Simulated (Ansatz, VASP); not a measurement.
**CaSe: VASP beside Ansatz**

Contents of INCAR:

```
SYSTEM = CaSe
ALGO = Normal ; EDIFF = 1E-6
ENCUT = 520 ; GGA = PE
ISIF = 2 ; ISMEAR = 0
LASPH = .True. ; LCHARG = .False.
LREAL = .False. ; LWAVE = .False.
NBANDS = 15 ; NELM = 80
PREC = Accurate ; SIGMA = 0.02
```

KPOINTS

```
k-points
0
Gamma
  8 8 8
  0 0 0
```

The input POSCAR:

```
CaSe
1.0
    0.0000000000      2.9793658640      2.9793658640
    2.9793658640      0.0000000000      2.9793658640
    2.9793658640      2.9793658640      0.0000000000
Ca Se
1 1
Direct
    0.0000000000      0.0000000000      0.0000000000
    0.5000000000      0.5000000000      0.5000000000
```

Input for Ansatz:

```yaml
crystal:
  lattice:
    - [0.0, 2.979365864, 2.979365864]
    - [2.979365864, 0.0, 2.979365864]
    - [2.979365864, 2.979365864, 0.0]
  atoms:
    - { symbol: Ca, position: [0.0, 0.0, 0.0] }
    - { symbol: Se, position: [0.5, 0.5, 0.5] }
basis:
  ecutwfc: 420
kpoints:
  mp_grid: { grid: [8, 8, 8] }
  band_path: { path: [VBM, CBM], npoints: 2 }
hamiltonian:
  xc: pbe
scf:
  occupations: { method: gaussian, width: 0.02 }
output:
  forces: false
  stress: false
  eigenvalues: true
checkpoint:
  read: start.run
  write: ck
  compress: false
  write_wavefunctions: false
  write_every: 100000
```

Alike in both runs: task single point; functional PBE; k mesh 8 × 8 × 8; occupations gaussian, width 0.02 eV; no spin polarisation.

|  | VASP | Ansatz |
| --- | --- | --- |
| version | VASP 6.6.1 | Ansatz 0.2.0 |
| potentials or method | VASP PAW PBE potentials, release 64 (Ca_sv, Se) | scalar-relativistic, plane waves, PAW |
| plane-wave cutoff (eV) | 520 | 420 |
| valence electrons in the cell | 16 | 26 |

Ansatz gave:

| Item | Value |
| --- | --- |
| gap on the k mesh at the Fermi level (eV) | 2.08 |
| least direct gap on the mesh (eV) | 3.00 |

Question: Which values does VASP return?

Answer: gap on the k mesh at the Fermi level (eV): 2.07; least direct gap on the mesh (eV): 2.99.

The two sets of potentials don't hold the same shells in valence.

A k mesh can miss the band edges. PBE gaps usually lie below the measured ones, often by a third to a half.
